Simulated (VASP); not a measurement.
# CaSe (Fm-3m) in VASP: notebook

Runs on CaSe. Level: PBE. Tasks: single point, relaxation of volume and atoms at fixed shape.

Everything below comes from runs of VASP 6.6.1. Logs are shortened: lines on timing, memory, paths and dates and some standing lists are left out, and cuts for length are marked.

**Measured values to compare with.**

From a printed reference work, monograph, original work of 1988, for a bulk crystal of CaSe at 2 K: band gap 3.85 eV (indirect).

The runs below are set against these values where they give the same quantity.

## 1. The cell of the first run

Symmetry: Fm-3m, No. 225, cubic system. The conventional cell has a = 5.959 Å, b = 5.959 Å, c = 5.959 Å, α = 90.00°, β = 90.00°, γ = 90.00°. Within 3.9 Å of Ca (site symmetry m-3m) lie 6 Se at 2.98 Å. Se (site symmetry m-3m) has 6 Ca at 2.98 Å within 3.9 Å.

## 2. Single point, PBE

Input file INCAR:

```
SYSTEM = CaSe
PREC = Accurate
ENCUT = 520
EDIFF = 1E-6
ISMEAR = -1
SIGMA = 0.02
LREAL = .FALSE.
LASPH = .TRUE.
NELM = 100
ALGO = Normal
ISIF = 2
LWAVE = .FALSE.
LCHARG = .TRUE.
GGA = PE
LELF = .TRUE.
LVHAR = .TRUE.
NBANDS = 15
```

Input file KPOINTS:

```
regular mesh
0
G
  14 14 14
  0 0 0
```

Input file POSCAR:

```
CaSe
1.0
    4.2134341007      0.0000000000      0.0000000000
    2.1067170503      3.6489409684      0.0000000000
    2.1067170503      1.2163136561      3.4402545372
Ca Se
1 1
Direct
    0.0000000000      0.0000000000      0.0000000000
    0.5000000000      0.5000000000      0.5000000000
```

Potentials or basis: VASP PAW PBE potentials, release 64 (Ca_sv, Se).

Launch:

```sh
$ cat potpaw_PBE.64/Ca_sv/POTCAR potpaw_PBE.64/Se/POTCAR > POTCAR
$ mpirun -np 1 vasp_std > vasp.out
```

OUTCAR:

```text
SYSTEM = CaSe
   PREC = Accurate
   ENCUT = 520
   EDIFF = 1E-6
   ISMEAR = -1
   LREAL = .FALSE.
   LASPH = .TRUE.
   NELM = 100
   ISIF = 2
   GGA = PE

 ion  position               nearest neighbor table
   1  0.000  0.000  0.000-   2 2.98   2 2.98   2 2.98   2 2.98   2 2.98   2 2.98
   2  0.500  0.500  0.500-   1 2.98   1 2.98   1 2.98   1 2.98   1 2.98   1 2.98

  LATTYP: Found a face centered cubic cell.
 ALAT       =     5.9586956494

  Lattice vectors:

 A1 = (   4.2134341007,   0.0000000000,   0.0000000000)
 A2 = (   2.1067170503,   3.6489409684,   0.0000000000)
 A3 = (   2.1067170503,   1.2163136561,   3.4402545372)

Analysis of symmetry for initial positions (statically):
=====================================================================
 Subroutine PRICEL returns:
 Original cell was already a primitive cell.

 Routine SETGRP: Setting up the symmetry group for a
 face centered cubic supercell.

 Subroutine GETGRP returns: Found 48 space group operations
 (whereof 48 operations were pure point group operations)
 out of a pool of 48 trial point group operations.

The static configuration has the point symmetry O_h .

Analysis of symmetry for dynamics (positions and initial velocities):
=====================================================================
 Subroutine PRICEL returns:
 Original cell was already a primitive cell.

 Routine SETGRP: Setting up the symmetry group for a
 face centered cubic supercell.

 Subroutine GETGRP returns: Found 48 space group operations
 (whereof 48 operations were pure point group operations)
 out of a pool of 48 trial point group operations.

The dynamic configuration has the point symmetry O_h .

 Subroutine INISYM returns: Found 48 space group operations
 (whereof 48 operations are pure point group operations),
 and found     1 'primitive' translations

----------------------------------------------------------------------------------------

                                     Primitive cell

  volume of cell :      52.8924

  direct lattice vectors                    reciprocal lattice vectors
     4.213434101  0.000000000  0.000000000     0.237336096 -0.137026059 -0.096892055
     2.106717050  3.648940968  0.000000000     0.000000000  0.274052118 -0.096892055
     2.106717050  1.216313656  3.440254537     0.000000000  0.000000000  0.290676166

  length of vectors
     4.213434101  4.213434101  4.213434101     0.290676166  0.290676166  0.290676166

  position of ions in fractional coordinates (direct lattice)
     0.000000000  0.000000000  0.000000000
     0.500000000  0.500000000  0.500000000

  ion indices of the primitive-cell ions
   primitive index   ion index
                 1           1
                 2           2

----------------------------------------------------------------------------------------

 KPOINTS: regular mesh

Automatic generation of k-mesh.
 Grid dimensions read from file:
 generate k-points for:   14   14   14

 Generating k-lattice:

  Cartesian coordinates                     Fractional coordinates (reciprocal lattice)
     0.016952578 -0.009787576 -0.006920861     0.071428571 -0.000000000 -0.000000000
     0.000000000  0.019575151 -0.006920861     0.000000000  0.071428571  0.000000000
     0.000000000  0.000000000  0.020762583     0.000000000  0.000000000  0.071428571

  Length of vectors
     0.020762583  0.020762583  0.020762583

  Shift w.r.t. Gamma in fractional coordinates (k-lattice)
     0.000000000  0.000000000  0.000000000

 Subroutine IBZKPT returns following result:
 ===========================================

 Found    104 irreducible k-points:

 Following reciprocal coordinates:
            Coordinates               Weight
  0.000000  0.000000  0.000000      1.000000
  0.071429  0.000000  0.000000      8.000000
  0.142857  0.000000  0.000000      8.000000
  0.214286 -0.000000  0.000000      8.000000
  0.285714  0.000000 -0.000000      8.000000
  0.357143  0.000000  0.000000      8.000000
[... 16 lines left out ...]
  0.214286  0.142857  0.000000     24.000000
  0.285714  0.142857  0.000000     24.000000
 [... further k-points ...]
   k-points           NKPTS =    104   k-points in BZ     NKDIM =    104   number of bands    NBANDS=     15
   number of dos      NEDOS =    301   number of ions     NIONS =      2
   total plane-waves  NPLWV =  32768
   dimension x,y,z NGX =    32 NGY =   32 NGZ =   32
   dimension x,y,z NGXF=    64 NGYF=   64 NGZF=   64
   ions per type =               1   1
   NGX,Y,Z   is equivalent  to a cutoff of  12.63, 12.63, 12.63 a.u.
   NGXF,Y,Z  is equivalent  to a cutoff of  25.25, 25.25, 25.25 a.u.
 SYSTEM =  CaSe
   PREC   = accura    normal or accurate (medium, high low for compatibility)
   ISTART =      0    job   : 0-new  1-cont  2-samecut
   ICHARG =      2    charge: 1-file 2-atom 10-const
   ISPIN  =      1    spin polarized calculation?
   LNONCOLLINEAR =      F non collinear calculations
   LSORBIT =      F    spin-orbit coupling
   LASPH  =      T    aspherical Exc in radial PAW
   ENCUT  =  520.0 eV  38.22 Ry    6.18 a.u.   7.83  7.83  7.83*2*pi/ulx,y,z
   NELM   =    100;   NELMIN=  2; NELMDL= -5     # of ELM steps
   EDIFF  = 0.1E-05   stopping-criterion for ELM
   LREAL  =      F    real-space projection
[... 7 lines left out ...]
   TEBEG  =    0.0;   TEEND  =   0.0 temperature during run
   PSTRESS=    0.0 pullay stress
   NELECT =      16.0000    total number of electrons
   NUPDOWN=      -1.0000    fix difference up-down
   EMIN   =  10.00;   EMAX   =-10.00  energy-range for DOS
   EFERMI =   0.00;   METHOD = LEGACY
   ISMEAR =    -1;   SIGMA  =   0.02  broadening in eV -4-tet -1-fermi 0-gaus
   EFERMI_NEDOS =   21; number of points for ismear=-14 and -15
   IALGO  =     38    algorithm
   IMIX   =      4    mixing-type and parameters
     AMIX     =   0.40;   BMIX     =  1.00
     AMIX_MAG =   1.60;   BMIX_MAG =  1.00
  volume/ion in A,a.u.               =      26.45       178.47
  Fermi-wavevector in a.u.,A,eV,Ry     =   1.098964  2.076742 16.432065  1.207723
  Thomas-Fermi vector in A             =   2.235351
   LORBIT       =      0    0 simple, 1 ext, 2 COOP (PROOUT), +10 PAW based schemes
   GGA     = PE    functional components
[... 5 lines left out ...]
 non-spin polarized calculation
  energy-cutoff  :      520.00
  volume of cell :       52.89
 maximum number of plane-waves:      1436
   NGX = 15   NGY = 15   NGZ = 15

 number of electron      15.9999996 magnetization

 Free energy of the ion-electron system (eV)
  ---------------------------------------------------
  ext. energy  EPLUGINS =         0.00000000
  ---------------------------------------------------
  free energy    TOTEN  =        -9.48591927 eV

  energy without entropy =       -9.48591927  energy(sigma->0) =       -9.48591927

 E-fermi :   2.7840     XC(G=0):  -9.0630

 val. band max:        2.2965153640   @ k =   0.0000   0.0000   0.0000
 cond. band min:       4.3712705257   @ k =   0.5000   0.5000   0.0000
 fundamental gap:      2.0747551617
 Fermi energy:         2.7839617046

 k-point     1 :       0.0000    0.0000    0.0000
  band No.  band energies     occupation
      1     -37.5201      2.00000
      2     -18.5100      2.00000
      3     -18.5100      2.00000
      4     -18.5100      2.00000
      5      -9.4272      2.00000
      6       2.2965      2.00000
      7       2.2965      2.00000
      8       2.2965      2.00000
      9       5.5215      0.00000
     10       6.0090      0.00000
     11       6.0090      0.00000
     12       6.0090      0.00000
     13       6.5564      0.00000
     14       6.5564      0.00000
     15      11.9796      0.00000

 k-point     2 :       0.0714    0.0000    0.0000
  band No.  band energies     occupation
      1     -37.5198      2.00000
      2     -18.5152      2.00000
      3     -18.5104      2.00000
      4     -18.5104      2.00000
      5      -9.3978      2.00000
      6       2.0075      2.00000
      7       2.2148      2.00000
      8       2.2148      2.00000
      9       5.7526      0.00000
     10       6.0809      0.00000
     11       6.0809      0.00000
     12       6.1039      0.00000
     13       6.6873      0.00000
     14       6.6873      0.00000
     15      12.0592      0.00000

 k-point     3 :       0.1429    0.0000    0.0000
  band No.  band energies     occupation
      1     -37.5189      2.00000
      2     -18.5298      2.00000
      3     -18.5114      2.00000
      4     -18.5114      2.00000
      5      -9.3140      2.00000
      6       1.3728      2.00000
      7       2.0081      2.00000
      8       2.0081      2.00000
      9       5.8863      0.00000
     10       6.2709      0.00000
     11       6.2709      0.00000
     12       6.7236      0.00000
     13       7.0594      0.00000
     14       7.0594      0.00000
     15      12.0904      0.00000

 k-point     4 :       0.2143   -0.0000    0.0000
  band No.  band energies     occupation
      1     -37.5177      2.00000
      2     -18.5506      2.00000
      3     -18.5128      2.00000
      4     -18.5128      2.00000
      5      -9.1889      2.00000
      6       0.6711      2.00000
      7       1.7514      2.00000
      8       1.7514      2.00000
      9       5.9489      0.00000
     10       6.5493      0.00000
     11       6.5493      0.00000
     12       7.5493      0.00000
     13       7.6008      0.00000
     14       7.6008      0.00000
     15      11.7709      0.00000
[... 307 lines left out ...]
 k-point    22 :       0.1429    0.1429    0.0000
  band No.  band energies     occupation
      1     -37.5186      2.00000
      2     -18.5280      2.00000
      3     -18.5156      2.00000
      4     -18.5156      2.00000
      5      -9.2853      2.00000
      6       1.1417      2.00000
      7       2.0189      2.00000
      8       2.0189      2.00000
      9       5.5983      0.00000
     10       6.1797      0.00000
     11       6.6774      0.00000
     12       6.6774      0.00000
     13       6.6828      0.00000
     14       8.0211      0.00000
     15      12.3541      0.00000

 k-point    23 :       0.2143    0.1429    0.0000
  band No.  band energies     occupation
      1     -37.5177      2.00000
      2     -18.5408      2.00000
      3     -18.5183      2.00000
      4     -18.5171      2.00000
      5      -9.2022      2.00000
      6       0.7262      2.00000
      7       1.8222      2.00000
      8       1.8667      2.00000
      9       5.5215      0.00000
     10       6.4182      0.00000
     11       6.7804      0.00000
     12       7.0322      0.00000
     13       7.0660      0.00000
     14       8.7235      0.00000
     15      12.2025      0.00000

 k-point    24 :       0.2857    0.1429    0.0000
  band No.  band energies     occupation
      1     -37.5165      2.00000
      2     -18.5591      2.00000
      3     -18.5205      2.00000
      4     -18.5185      2.00000
      5      -9.0893      2.00000
      6       0.2792      2.00000
      7       1.5284      2.00000
      8       1.6650      2.00000
      9       5.5992      0.00000
     10       6.7875      0.00000
     11       7.0302      0.00000
     12       7.4848      0.00000
     13       7.5081      0.00000
     14       9.3344      0.00000
     15      11.3737      0.00000

 [... further k-points ...]
[... 5 lines left out ...]
  --------------------------------------------------------------------------------------
  -------------------------------------------------------------------------------------
  Total        0.0484043      0.0484043      0.0484043     -0.0000000     -0.0000000     -0.0000000
  in kB        1.4662254      1.4662254      1.4662254     -0.0000000     -0.0000000     -0.0000000
  external PRESSURE =       1.4662254 kB  Pullay stress =       0.0000000 kB

 VOLUME and BASIS-vectors are now :
 -----------------------------------------------------------------------------
  energy-cutoff  :      520.00
  volume of cell :       52.89
      direct lattice vectors                 reciprocal lattice vectors
     4.213434101  0.000000000  0.000000000     0.237336096 -0.137026059 -0.096892055
     2.106717050  3.648940968  0.000000000     0.000000000  0.274052118 -0.096892055
     2.106717050  1.216313656  3.440254537     0.000000000  0.000000000  0.290676166

 POSITION                                       TOTAL-FORCE (eV/Angst)
 -----------------------------------------------------------------------------------
      0.00000      0.00000      0.00000         0.000000      0.000000      0.000000
      4.21343      2.43263      1.72013        -0.000000     -0.000000      0.000000
 -----------------------------------------------------------------------------------
    total drift:                               -0.000000      0.000000      0.000000

  FREE ENERGIE OF THE ION-ELECTRON SYSTEM (eV)
  ---------------------------------------------------
  free  energy   TOTEN  =        -9.4859192653 eV

  energy  without entropy=       -9.4859192653  energy(sigma->0) =       -9.48591927
```

Wall time 40 s (1 thread of Intel Xeon Platinum 8488C (Sapphire Rapids), shared host); peak memory 0.23 GiB.

What came out:

| Quantity | Value |
| --- | --- |
| Free energy | -9.4859 eV |
| Pressure | 0.1 GPa |
| Band gap on the k mesh | 2.07 eV, indirect (least direct gap 2.99 eV) |

## 3. Relaxation of volume and atoms at fixed shape, PBE

This run uses another cell than the first one, of 25.83 Å³/atom, 0.977 times its volume.

Input file INCAR:

```
SYSTEM = CaSe
ALGO = Normal
EDIFF = 1E-6
EDIFFG = -0.01
ENCUT = 600
GGA = PE
IBRION = 2
ISIF = 8
ISMEAR = -1
LASPH = .True.
LCHARG = .False.
LREAL = .False.
LWAVE = .False.
NELM = 100
NSW = 80
PREC = Accurate
SIGMA = 0.02
```

Input file KPOINTS:

```
k-points
0
Gamma
  14 14 14
  0 0 0
```

Input file POSCAR:

```
CaSe
1.0
    4.1804150000      0.0000000000      0.0000000000
    2.0902075000      3.6203455884      0.0000000000
    2.0902075000      1.2067818628      3.4132945544
Ca Se
1 1
Direct
    0.0000000000      0.0000000000      0.0000000000
    0.5000000000      0.5000000000      0.5000000000
```

Potentials or basis: VASP PAW PBE potentials, release 64 (Ca_sv, Se).

Launch:

```sh
$ cat potpaw_PBE.64/Ca_sv/POTCAR potpaw_PBE.64/Se/POTCAR > POTCAR
$ mpirun -np 1 vasp_std > vasp.out
```

Wall time 2.6 min (1 thread of Intel Xeon Platinum 8488C (Sapphire Rapids), shared host); peak memory 0.27 GiB.

Results (log left out):

- Free energy: -9.4861 eV
- Relaxed volume: 26.53 Å³/atom
- Relaxed cell: a = 4.218 Å, b = 4.218 Å, c = 4.218 Å, α = 60.00°, β = 60.00°, γ = 60.00°
- Space group after relaxing (to 0.05 Å): Fm-3m (No. 225)
- Energy gained by relaxing: 2.9 meV/atom
- Ionic steps: 3
- Pressure after relaxing: 0.0 GPa
- Band gap on the k mesh: 2.08 eV, indirect (least direct gap 2.99 eV)

Step by step:
```
step  energy change (eV)  largest force (eV/Å)  pressure (GPa)  volume (Å³)
   1              0.0000                0.0000            1.36        51.66
   2             -0.0057                0.0000           -0.23        53.32
   3             -0.0059                0.0000            0.01        53.06
```

Final structure:
```xyz
2
Lattice="4.2180 0.0000 0.0000 2.1090 3.6529 0.0000 2.1090 1.2176 3.4440" Properties=species:S:1:pos:R:3 pbc="T T T"
Ca    0.0000    0.0000    0.0000
Se    4.2180    2.4353    1.7220
```

Levels at points of the mesh, in eV from the valence-band top:
```csv
k point,band 4,band 5,band 6,band 7,band 8,band 9,band 10,band 11,band 12
"(0.00, 0.00, 0.00)",-20.82,-11.71,0.00,0.00,0.00,3.21,3.71,3.71,3.71
"(0.50, 0.00, 0.00)",-20.82,-11.06,-3.19,-1.15,-1.15,4.48,5.41,5.44,5.44
"(0.50, 0.50, 0.00)",-20.85,-11.16,-2.46,-0.91,-0.91,2.08,4.94,5.00,5.92
```

## 4. Comparison with measurements

Step 2. A measured gap of CaSe is 3.85 eV (indirect; 2 K; a printed reference work, monograph, original work of 1988); the calculated 2.07 eV misses it by -1.78 eV. Spin-orbit coupling on Se is left out. The value is that of PBE on a finite k mesh, which can miss the band edges, without temperature or zero-point motion. Semilocal functionals fall short of measured gaps as a rule.
